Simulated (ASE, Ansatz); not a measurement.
**A script that builds 1T-VSe2 triangular flake, bare edges, S on Se sites (28 atoms)**

The cell is an input for a DFT calculation. Recipe: 1T-VSe2 (a = 3.36 Å), rectangular cell with x along the armchair direction; triangle of inner radius 3.5 Å, 10 Å of vacuum, 3 of 18 Se replaced by S at random; not relaxed, displaced by a Gaussian of 0.02 Å.

A script for it:

build.py (ASE 3.29.0):

```python
import numpy as np
from ase import Atoms
from ase.build import make_supercell

u = Atoms(['V', 'Se', 'Se'], cell=[3.36, 3.36, 1, 90, 90, 120], pbc=True,
          scaled_positions=[[0/3, 0/3, 0], [1/3, 2/3, 1.58], [2/3, 1/3, -1.58]])  # z in A
w = make_supercell(u, [[2, 1, 0], [0, 1, 0], [0, 0, 1]], wrap=False)
z = w.positions[:, 2].copy()
w.set_cell(w.cell.cellpar(), scale_atoms=True)  # standard orientation
w.positions[:, 2] = z; w.cell[2] = [0, 0, 30]; w.wrap(pbc=[1, 1, 0], eps=1e-6)
full = w.repeat([4, 7, 1])
d = full.positions - np.array([2, 3, 0]) @ w.cell[:]
keep = np.max([d[:, 0] * np.cos(t) + d[:, 1] * np.sin(t) for t in np.radians([30, 150, 270])], axis=0) < 3.51
atoms = full[keep]
rng = np.random.default_rng(40066)
sites = rng.permutation([a.index for a in atoms if a.symbol == 'Se'])
new = ['S'] * 3
for k, e in zip(sites, new): atoms[k].symbol = e
atoms.set_cell(full.cell); atoms.center(vacuum=5, axis=(0, 1, 2)); atoms.pbc = True
atoms.rattle(0.02, seed=40066)
atoms.wrap()
atoms.write('structure.xyz')
print(atoms.get_chemical_formula(), len(atoms), 'atoms; cell', atoms.cell.cellpar().round(3))
```

```console
$ python build.py
S3Se15V10 28 atoms; cell [21.639 20.08  13.16  90.    90.    90.   ]
```

The cell holds 28 atoms: 10 V, 15 Se and 3 S. Cell: a = 21.639 Å, b = 20.080 Å, c = 13.160 Å, α = 90.0°, β = 90.0°, γ = 90.0°. It derives from VSe2 (1T-VSe2) and VS2. Vacuum lies along a, b and c.

```xyz
28
Lattice="21.6394 0.0000 0.0000 0.0000 20.0800 0.0000 0.0000 0.0000 13.1600" Properties=species:S:1:pos:R:3
V     4.9933    4.9981    6.5739
Se    5.9896    6.6696    8.1712
Se    6.9099    4.9800    5.0070
V     7.9261    6.6537    6.5870
Se    8.8916    5.0025    8.1928
S     9.8399    6.7196    4.9879
Se    6.9469    8.3262    5.0080
V     7.9373   10.0565    6.5907
Se    8.8752    8.3754    8.1753
Se    9.8730   10.0741    4.9996
Se    8.8661   11.7402    8.1601
Se    9.8476   13.4132    5.0196
V    10.7857    5.0174    6.5624
Se   11.7764    6.6796    8.1601
S    12.7562    4.9859    4.9522
V    13.7520    6.6583    6.6133
S    14.7096    5.0345    8.1599
Se   15.6641    6.7386    5.0079
V    10.8260    8.3493    6.5850
Se   11.7863   10.0613    8.2083
Se   12.7571    8.3599    5.0167
V    13.7215   10.0352    6.5620
Se   14.6821    8.3465    8.1616
V    10.8364   11.7205    6.5559
Se   11.7833   13.4317    8.1538
Se   12.7231   11.7378    5.0291
V    10.8357   15.0903    6.6088
V    16.6368    4.9720    6.5884
```

Bonds by pair of elements; cutoffs follow the first minimum of g(r), held within bounds set by covalent radii, and pairs that aren't listed don't count as bonded:

| pair A-B | cutoff (Å) | bonds | mean length (Å) | spread (Å) | shortest (Å) | B about A | A about B |
| --- | --- | --- | --- | --- | --- | --- | --- |
| Se-V | 3.19 | 35 | 2.50 | 0.028 | 2.43 | 2.33 | 3.5 |
| V-S | 3.02 | 7 | 2.50 | 0.037 | 2.44 | 0.7 | 2.33 |

How many atoms have how many bonded neighbours:

| element | mean | 2 | 3 | 4 | 6 |
| --- | --- | --- | --- | --- | --- |
| S | 2.33 | 2 | 1 | 0 | 0 |
| Se | 2.33 | 10 | 5 | 0 | 0 |
| V | 4.2 | 3 | 0 | 3 | 4 |

[Logs are printed without paths, hosts, clocks, repeated set-up lines and the standing remarks that a program may print on its own settings, such as how far it seeks lower states.]

[Hosts, paths, dates, database ids (printed as entryN), source tags and the programs' standing remarks are cut or masked in the printed files.]
